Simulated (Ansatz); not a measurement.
# Band structure of Cl

```
CELL_PARAMETERS angstrom
3.66815 0.00000 0.00000
-1.83407 3.17671 0.00000
0.00000 0.00000 3.92422
ATOMIC_POSITIONS crystal
Cl 0.33333 0.66667 0.25000
Cl 0.66667 0.33333 0.75000
```

Atom numbers follow the list: Cl1, Cl2.

Conventional cell: a = 3.668 Å, b = 3.668 Å, c = 3.924 Å, α = 90.00°, β = 90.00°, γ = 120.00°. Cl (atom 1) has 6 Cl at 2.89 Å as nearest neighbours.

The cell was built from the hcp type and relaxed in the same program, and has space group P6_3/mmc; it needn't be a known or the stable phase.

Level of theory: DFT, PBE, all-electron LAPW, scalar-relativistic (Ansatz 0.2.0).

The runs use a Γ-centred 19×19×10 k mesh, Fermi–Dirac smearing of 0.03 eV, basis error target 1 meV/atom, no spin polarisation.

Points in fractions of the reciprocal vectors of this cell: Γ (0, 0, 0), M (0.5, 0, 0), K (0.333, 0.333, 0), A (0, 0, 0.5), L (0.5, 0, 0.5), H (0.333, 0.333, 0.5). The path joins them by straight lines in the order Γ–M–K–Γ–A–L–H–A–L; legs that retrace an earlier one aren't tabulated. Energies are in eV from the Fermi level.

List the levels at Γ between -5 and 5 eV.

-3.86, -2.11 (×2), -0.23 (×2), 0.78.

List the levels at L between -5 and 5 eV.

-4.49 (×2), -1.60 (×2), 0.13 (×2).

List the levels at K between -5 and 5 eV.

-4.11, -1.95 (×2), -1.81 (×2), -0.02.

What is the band gap?

none: bands cross the Fermi level, a metal.
